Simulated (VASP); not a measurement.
CdSe (Cadmoselite):

```
Cd Se
1.0
     4.30000    0.00000    0.00000
    -2.15000    3.72391    0.00000
     0.00000    0.00000    7.02000
Cd Se
2 2
Cartesian
  0.0000 2.4826 0.0000
  2.1500 1.2413 3.5100
  0.0000 2.4826 2.7027
  2.1500 1.2413 6.2127
```

Program: VASP 6.6.1. Alike in all runs: task single point; potentials or basis VASP PAW PBE potentials, release 64 (Cd, Se); no spin polarisation; cell as given; cutoff (eV) 520; smearing fermi-dirac 0.02 eV.

Order these runs on this cell by their band gap on the k mesh, lowest first.
A. level PBEsol; k mesh 6 × 6 × 3
B. level r2SCAN; k mesh 6 × 6 × 3
C. level HSE06; k mesh 5 × 5 × 3; grid for exact exchange (PRECFOCK) Fast; screening parameter 0.2 1/A

A (0.58 eV), B (1.19 eV), C (1.67 eV).
